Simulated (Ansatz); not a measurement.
# ScAl2: the cost of one run

Program: Ansatz 0.2.0. Level of theory: DFT PBE, scalar-relativistic, plane waves, PAW. These are calculated values, not measurements.

2 further runs of the same task are left out: 1 that didn't finish, 1 set aside as unsound or not needed.

## 1. Starting point

It takes space group Cmcm (No. 63, orthorhombic). The conventional cell has a = 8.575 Å, b = 4.951 Å, c = 4.682 Å, α = 90.00°, β = 90.00°, γ = 90.00°. Sc (site symmetry m2m) has 10 Al at 2.86 Å and 2 Sc at 2.86 Å as nearest neighbours. Around Al (site symmetry m) lie 7 Al at 2.86 Å and 5 Sc at 2.86 Å.

As a file:

```
Sc Al
1.0
     4.28745   -2.47536    0.00000
     4.28745    2.47536    0.00000
     0.00000    0.00000    4.68244
Sc Al
2 4
Direct
  0.66667 0.33333 0.75000
  0.33333 0.66667 0.25000
  0.00000 0.66667 0.75000
  0.33333 0.00000 0.75000
  0.00000 0.33333 0.25000
  0.66667 0.00000 0.25000
```

The start is an ordering of an alloy on its end members' structure types: elements ordered on the sites of the Ca type, Al/Sc on Ca (Cmcm, No. 63).

## 2. Probe: one point on a coarse mesh

Contents of input.yaml:

```yaml
crystal:
  lattice:
    - [4.28744843, -2.47535951, 0.0]
    - [4.28744843, 2.47535951, 0.0]
    - [0.0, 0.0, 4.68244003]
  atoms:
    - { symbol: Sc, position: [0.66666667, 0.33333333, 0.75] }
    - { symbol: Sc, position: [0.33333333, 0.66666667, 0.25] }
    - { symbol: Al, position: [0.0, 0.66666667, 0.75] }
    - { symbol: Al, position: [0.33333333, 0.0, 0.75] }
    - { symbol: Al, position: [0.0, 0.33333333, 0.25] }
    - { symbol: Al, position: [0.66666667, 0.0, 0.25] }
basis:
  ecutwfc: 420
kpoints:
  mp_grid: { grid: [6, 6, 4] }
hamiltonian:
  xc: pbe
scf:
  occupations: { method: gaussian, width: 0.1 }
  lower_state_search: "off"
output:
  forces: true
  stress: true
  eigenvalues: true
```

The run is started by

```sh
ansatz run input.yaml --threads 1 --pin off --max-ram 2560MiB --backend cpu --events-out ev --progress --plain --runs-dir out
```

What time and memory should one allow on 1 thread of Intel Xeon at 2.50GHz (Skylake/Cascade Lake), shared host?

About 12 s, with a peak of 0.4 GiB.
